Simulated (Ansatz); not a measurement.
## How far is PAW off for MnSb?

```
CELL_PARAMETERS angstrom
0.00000 3.06935 3.06935
3.06935 0.00000 3.06935
3.06935 3.06935 0.00000
ATOMIC_POSITIONS crystal
Mn 0.00000 0.00000 0.00000
Sb 0.25000 0.25000 0.25000
```

Atom numbers follow the list: Mn1, Sb2.

The structure comes from a relaxation in the same program, started in the zincblende type. Whether it is a known phase or the ground state wasn't checked. The listed cell was then made from it by scaling, straining or moving an atom.

The magnetic state is the one reached from the start moments; no search over orders was made, so it needn't be the ground state.

No spin–orbit coupling, which matters for the heavy atoms here.

All numbers are computed: DFT, PBE, PAW with Ansatz's default frozen-core files, scalar-relativistic (Ansatz 0.2.0); DFT, PBE, all-electron LAPW, scalar-relativistic (Ansatz 0.2.0).

For PAW: a Γ-centred 10×10×10 k mesh, Fermi–Dirac smearing of 0.03 eV, cutoff 420 eV, spin-polarised from start moments Mn1 4 μB. LAPW targets a basis error of 0.5 meV/atom. The Ansatz runs share mesh, smearing and spin set-up. Plane-wave (PAW) pressures include the program's estimate of the Pulay term.

Stress and pressure are positive in compression.

The change that made this cell: volume scaled by 0.98.

```
method  moment of the cell (μB)    site moments (μB)  symmetry operations kept  pressure (GPa)
   PAW                     4.00  Mn1 3.85, Sb2 -0.14                        24            0.94
  LAPW                     4.00  Mn1 3.94, Sb2 -0.18                        24            0.95
```

Task: Can the differences be read as the error of the PAW files?

Result: Yes, as far as these numbers show: moments and symmetry agree, so the runs reached one state, and PAW's pressure is off by -0.01 GPa.
